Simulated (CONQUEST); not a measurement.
The system is SnTe.

```xyz
4
Lattice="4.4560 0.0000 0.0000 0.0000 4.4560 0.0000 0.0000 0.0000 6.3017" Properties=species:S:1:pos:R:3 pbc="T T T"
Te    0.0000    0.0000    3.1509
Te    2.2280    2.2280    0.0000
Sn    0.0000    0.0000    0.0000
Sn    2.2280    2.2280    3.1509
```

| Item | Value |
| --- | --- |
| Program | CONQUEST 1.3 |
| Task | single point |
| Functional | PBE |
| Potentials or basis | PseudoDojo NC PBE, DZP, grid cutoff 120 Ha |
| k mesh | 6 × 6 × 4 |
| Occupations | fermi-dirac, width 0.05 eV |
| Spin | no spin polarisation |

On this cell: pressure 2.6 GPa; largest force zero by symmetry; band gap on the k mesh none (metal or under the smearing width).

The same run follows on a disturbed copy (atoms moved at random, drawn with an rms of 0.05 Å):

```xyz
4
Lattice="4.4560 0.0000 0.0000 0.0000 4.4560 0.0000 0.0000 0.0000 6.3017" Properties=species:S:1:pos:R:3 pbc="T T T"
Te    0.0364    0.0363    3.1652
Te    2.2644    2.2642    0.0143
Sn    2.1984    2.2579    3.1312
Sn    4.4263    0.0299    6.2820
```

Question: What changes?

Answer: The energy (extrapolated to zero smearing) moves by +0.1 meV/atom; pressure 2.6 GPa; largest force 0.036 eV/Å; band gap on the k mesh 0.06 eV.

Forces on the atoms (eV/Å):
```
Te  -0.016  0.004 -0.009
Te  -0.016  0.004 -0.009
Sn   0.026 -0.003  0.025
Sn   0.026 -0.003  0.025
```

The forces don't sum to zero, so they hold noise of the program's grid.

Caveats: the basis of atomic orbitals isn't converged, which shifts pressures, moduli and gaps; the real-space grid breaks the cell's symmetry a little (some runs); the box holds several primitive cells, so bands are folded and the points are those of the box's own zone (some runs); spin-orbit coupling is left out, which moves the levels of the heavy elements (some runs).

A k mesh can miss the band edges.
